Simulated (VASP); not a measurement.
Si, 2 atoms in the cell. Symmetry: Fd-3m, No. 227, cubic system. The conventional cell has a = 5.593 Å, b = 5.593 Å, c = 5.593 Å, α = 90.00°, β = 90.00°, γ = 90.00°. Si (site symmetry -43m) is surrounded by 4 Si at 2.42 Å.  The cell isn't the ideal one: a relaxed cell with its volume scaled by 1.09.

- Program: VASP 6.6.1
- Task: single point
- Functional: HSE06
- Potentials or basis: VASP PAW PBE potentials, release 64 (Si)
- Cutoff: 520 eV
- k mesh: 6 × 6 × 6
- Occupations: gaussian, width 0.02 eV
- Spin: no spin polarisation
- Grid for exact exchange (PRECFOCK): Fast
- Screening parameter: 0.2 1/A
- Further INCAR settings: ALGO = Normal; EDIFF = 1e-07; NBANDS = 11

Potentials or basis: VASP PAW PBE potentials, release 64 (Si).

Command:

```bash
$ cat potpaw_PBE.64/Si/POTCAR > POTCAR
$ cp INCAR.step1 INCAR
$ mpirun -np 4 vasp_std > vasp.out
$ cp INCAR.step2 INCAR
$ mpirun -np 4 vasp_std > vasp.out
```

Hardware: 4 MPI ranks on Intel(R) Xeon(R) 6975P-C (Granite Rapids) (shared host).

Task: Estimate the wall time of this run.

Result: Run time: 63 s on 4 MPI ranks on Intel(R) Xeon(R) 6975P-C (Granite Rapids), with other jobs on the host, peak memory 0.26 GiB a rank. Counts: scf iterations 11, k points 16.
